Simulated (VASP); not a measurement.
**A VASP 6.6.1 single-point calculation on LiF**

INCAR

```
ISIF = 2
LREAL = .FALSE.
LASPH = .TRUE.
ENCUT = 520
LCHARG = .FALSE.
SIGMA = 0.02
NELM = 120
IBRION = -1
NBANDS = 12
NSW = 0
ISMEAR = -1
EDIFF = 1E-7
PREC = High
GGA = PE
LWAVE = .FALSE.
```

KPOINTS

```
KPOINTS created by Atomic Simulation Environment
0
Gamma
10 10 10
0 0 0
```

POSCAR

```
Li F
 1.0000000000000000
    -0.0186235506000000    1.9961969043000001    1.9961969043000001
     1.9961969043000001   -0.0186235506000000    1.9961969043000001
     1.9961969043000001    1.9961969043000001   -0.0186235506000000
 Li  F
   1   1
Cartesian
  0.0000000000000000  0.0000000000000000  0.0000000000000000
  1.9868851289999998  1.9868851289999998  1.9868851289999998
```

The recommended PBE PAW datasets give the neutral cell 10 valence electrons.

Command

```
mpirun -np 1 vasp_std
```

OSZICAR

```
N       E                     dE             d eps       ncg     rms          rms(c)
DAV:   1     0.306749724152E+02    0.30675E+02   -0.54334E+03  2928   0.845E+02
DAV:   2    -0.914277554127E+01   -0.39818E+02   -0.38733E+02  3392   0.186E+02
DAV:   3    -0.101320741619E+02   -0.98930E+00   -0.98619E+00  3636   0.256E+01
DAV:   4    -0.101440026509E+02   -0.11928E-01   -0.11927E-01  3108   0.282E+00
DAV:   5    -0.101441236155E+02   -0.12096E-03   -0.12096E-03  3708   0.219E-01    0.454E+00
DAV:   6    -0.962262386560E+01    0.52150E+00   -0.24826E+00  3124   0.980E+00    0.138E+00
DAV:   7    -0.962684327677E+01   -0.42194E-02   -0.18571E-02  3732   0.120E+00    0.857E-01
DAV:   8    -0.963353406998E+01   -0.66908E-02   -0.14821E-02  3416   0.126E+00    0.109E-01
DAV:   9    -0.963355507495E+01   -0.21005E-04   -0.92963E-04  3228   0.275E-01    0.427E-02
DAV:  10    -0.963364383990E+01   -0.88765E-04   -0.13039E-04  3232   0.897E-02    0.159E-02
DAV:  11    -0.963364272840E+01    0.11115E-05   -0.66252E-06  3432   0.239E-02    0.224E-03
DAV:  12    -0.963364282005E+01   -0.91650E-07   -0.48527E-07  3308   0.593E-03
   1 F= -.96336428E+01 E0= -.96336428E+01  d E =-.690546E-13
```

Standard output (part)

```
POSCAR found type information on POSCAR LiF
 POSCAR found :  2 types and       2 ions
 LDA part: xc-table for (Slater+PW92), standard interpolation
 POSCAR, INCAR and KPOINTS ok, starting setup
 WAVECAR not read
 entering main loop
```

From OUTCAR

```
k-points           NKPTS =    116   k-points in BZ     NKDIM =    116   number of bands    NBANDS=     12

   NELECT =      10.0000    total number of electrons

   dimension x,y,z NGX =    24 NGY =   24 NGZ =   24
   dimension x,y,z NGXF=    30 NGYF=   30 NGZF=   30

  energy-cutoff  :      520.00
  volume of cell :       16.13
      direct lattice vectors                 reciprocal lattice vectors
    -0.018623551  1.996196904  1.996196904    -0.246998033  0.249324107  0.249324107
     1.996196904 -0.018623551  1.996196904     0.249324107 -0.246998033  0.249324107
     1.996196904  1.996196904 -0.018623551     0.249324107  0.249324107 -0.246998033

 k-points in reciprocal lattice and weights: KPOINTS created by Atomic Simulation Env
   0.00000000  0.00000000  0.00000000       0.001
   0.10000000  0.00000000  0.00000000       0.006
   0.20000000  0.00000000  0.00000000       0.006
   0.30000000  0.00000000  0.00000000       0.006
   0.40000000  0.00000000 -0.00000000       0.006
   0.50000000 -0.00000000 -0.00000000       0.003
   0.10000000  0.10000000  0.00000000       0.006
   0.20000000  0.10000000  0.00000000       0.012
   ...

 E-fermi :  -0.3905

 k-point     1 :       0.0000    0.0000    0.0000
  band No.  band energies     occupation
      1     -41.8341      2.00000
      2     -20.9495      2.00000
      3      -0.9650      2.00000
      4      -0.9650      2.00000
      5      -0.8903      2.00000
      6       8.2653      0.00000
      7      23.1410      0.00000
      8      23.1410      0.00000
      9      23.2935      0.00000
     10      23.3528      0.00000
     11      23.3528      0.00000
     12      23.8313      0.00000

 k-point     2 :       0.1000    0.0000    0.0000
  band No.  band energies     occupation
      1     -41.8283      2.00000
      2     -20.9105      2.00000
      3      -1.2477      2.00000
      4      -0.9866      2.00000
      5      -0.9217      2.00000
      6       8.5547      0.00000
      7      20.3854      0.00000
      8      21.8542      0.00000
      9      22.0474      0.00000
     10      24.4243      0.00000
     11      24.6563      0.00000
     12      24.8084      0.00000

 k-point     3 :       0.2000    0.0000    0.0000
  band No.  band energies     occupation
      1     -41.8131      2.00000
      2     -20.8061      2.00000
      3      -1.9424      2.00000
      4      -1.0420      2.00000
      5      -0.9846      2.00000
      6       9.2004      0.00000
      7      17.9317      0.00000
      8      20.3681      0.00000
      9      20.5380      0.00000
     10      25.6523      0.00000
     11      25.7607      0.00000
     12      26.1756      0.00000

 k-point     4 :       0.3000    0.0000    0.0000
  band No.  band energies     occupation
      1     -41.7942      2.00000
      2     -20.6713      2.00000
      3      -2.7136      2.00000
      4      -1.1081      2.00000
      5      -1.0588      2.00000
      6       9.7397      0.00000
      7      16.4741      0.00000
      8      19.1210      0.00000
      9      19.2843      0.00000
     10      27.0235      0.00000
     11      27.4564      0.00000
     12      27.8801      0.00000

 ...

  Total        0.2664545      0.2664545      0.2664545      0.0590854      0.0590854      0.0590854
  in kB       26.4641625     26.4641625     26.4641625      5.8683407      5.8683407      5.8683407
  external PRESSURE =      26.4641625 kB  Pullay stress =       0.0000000 kB

 POSITION                                       TOTAL-FORCE (eV/Angst)
 -----------------------------------------------------------------------------------
      0.00000      0.00000      0.00000         0.000000     -0.000000     -0.000000
      1.98689      1.98689      1.98689        -0.000000      0.000000      0.000000
 -----------------------------------------------------------------------------------
    total drift:                                0.000000      0.000000      0.000000

  FREE ENERGIE OF THE ION-ELECTRON SYSTEM (eV)
  ---------------------------------------------------
  free  energy   TOTEN  =        -9.6336428200 eV

  energy  without entropy=       -9.6336428200  energy(sigma->0) =       -9.63364282
```

It converged. Results: gap between bands v and c on the k mesh 9.16 eV; least direct gap on the k mesh 9.16 eV; pressure 2.6 GPa. Band v is the last that the valence electrons fill when counted band by band, and c is the next.

For comparison, a separate PBE run of the intended cell, on usual settings and not on those above, gives a gap of 9.16 eV on its mesh and a pressure of 2.6 GPa.

The run above took about 11 s on one core of a shared host (Intel Xeon Platinum 8488C) and held 0.12 GiB at most.
